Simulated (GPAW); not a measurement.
The system is MoP.

```xyz
2
Lattice="3.2230 0.0000 0.0000 -1.6115 2.7912 0.0000 0.0000 0.0000 3.1910" Properties=species:S:1:pos:R:3 pbc="T T T"
Mo    0.0000    0.0000    0.0000
P     0.0000    1.8608    1.5955
```

| Property | Result |
| --- | --- |
| Program | GPAW 26.7.0 |
| Task | relaxation of cell and atoms |
| Functional | RPBE |
| Dispersion | D4 |
| Potentials or basis | the program's PAW data sets (release 1.2.1) made for this functional |
| Cutoff | 600 eV |
| Basis | pw |
| k mesh | 10 × 10 × 8 |
| Occupations | fermi-dirac, width 0.05 eV |
| Spin | no spin polarisation |

At the start: pressure -6.3 GPa; volume 14.35 Å³/atom.

Task: Where does the relaxation end?

Result: Over 19 steps the energy falls by 8.1 meV/atom and the volume is 13.96 Å³/atom (-2.7 %); space group P-6m2 (No. 187, to 0.05 Å).

The path:
```
step  energy change (eV)  largest force (eV/Å)  pressure (GPa)  volume (Å³)
   1              0.0000                0.0000           -6.27        28.71
   2             -0.0080                0.0000           -4.42        28.47
   3             -0.0151                0.0000           -1.12        28.06
   4             -0.0134                0.0000            2.65        27.63
   5             -0.0138                0.0000            2.42        27.65
   6             -0.0146                0.0000            1.98        27.70
   7             -0.0153                0.0000            1.38        27.76
   8             -0.0159                0.0000            0.67        27.84
   9             -0.0162                0.0000           -0.09        27.92
  10             -0.0160                0.0000           -0.73        27.99
  11             -0.0161                0.0000           -0.72        27.99
  12             -0.0161                0.0000           -0.69        27.98
  13             -0.0161                0.0000           -0.65        27.98
  14             -0.0161                0.0000           -0.59        27.97
  15             -0.0161                0.0000           -0.52        27.96
  16             -0.0162                0.0000           -0.45        27.95
  17             -0.0162                0.0000           -0.36        27.94
  18             -0.0162                0.0000           -0.26        27.93
  19             -0.0162                0.0000           -0.14        27.92
```

Final structure:
```
CELL_PARAMETERS angstrom
3.18568 0.00000 0.00000
-1.59284 2.75888 0.00000
0.00000 0.00000 3.17658
ATOMIC_POSITIONS crystal
Mo 0.00000 0.00000 0.00000
P 0.33333 0.66667 0.50000
```

Caveat: later steps reuse the first step's grids; pairwise dispersion overbinds metals, which lowers pressure and volume.
